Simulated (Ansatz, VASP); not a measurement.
# Two plane-wave programs on Ag

```
CELL_PARAMETERS angstrom
0.00000 2.07422 2.07422
2.07422 0.00000 2.07422
2.07422 2.07422 0.00000
ATOMIC_POSITIONS crystal
Ag 0.00000 0.00000 0.00000
```

Alike in both runs: functional PBE; k mesh 18 × 18 × 18; occupations fermi-dirac, width 0.08 eV; no spin polarisation.

Ansatz relaxed the structure, and its values are those at the end. VASP's run is a single point on that final structure, the one shown.

|  | VASP | Ansatz |
| --- | --- | --- |
| version | VASP 6.6.1 | Ansatz 0.2.0 |
| potentials or method | VASP PAW PBE potentials, release 64 (Ag) | PAW with Ansatz's default frozen-core files, scalar-relativistic |
| plane-wave cutoff (eV) | 520 | 420 |
| valence electrons in the cell | 11 | 19 |

VASP gave:

| Property | Result |
| --- | --- |
| pressure (GPa) | -0.2 |

Q: Estimate Ansatz's values.

A: Pressure (GPa): 0.0.

The two sets of potentials don't hold the same shells in valence.
